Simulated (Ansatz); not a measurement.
An element in the sc structure gives these cold pressures by all-electron LAPW under PBE (Ansatz 0.2.0, scalar-relativistic, no spin polarisation).

```
V (Å³/atom)  P (GPa)
      26.21     0.00
      23.59     4.33
      20.97    10.84
      18.35     21.1
      15.73     38.0
      13.10     71.6
      10.48    145.6
```

Q: Which element is it?

A: Sc. Its zero-pressure volume in this structure is near 26.2 Å³/atom; the volume and the steepness of P(V) together point to it, though neighbours can come close. Neighbours weren't tried against these numbers.
